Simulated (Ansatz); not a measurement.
Given:

NaBr:
```yaml
crystal:
  lattice:
    - [0.00000, 2.89252, 2.89252]
    - [2.89252, 0.00000, 2.89252]
    - [2.89252, 2.89252, 0.00000]
  atoms:
    - { symbol: Na, position: [0.00000, 0.00000, 0.00000] }
    - { symbol: Br, position: [0.50000, 0.50000, 0.50000] }
```

This is the LDA-relaxed structure.

Q: All from LDA in the plane-wave PAW code Ansatz, unless another level is named. Predict the Poisson's ratio.

A: 0.27.

Q: What about the elastic constants (relaxed ions, GPa)?

A: C11 = 57.2, C12 = 11.1, C44 = 10.1.

Space group Fm-3m (rock salt). Symmetry was held in the LDA relaxation; phonons on a q-mesh show no instability.

Potentials: the later of the program's two PAW sets.
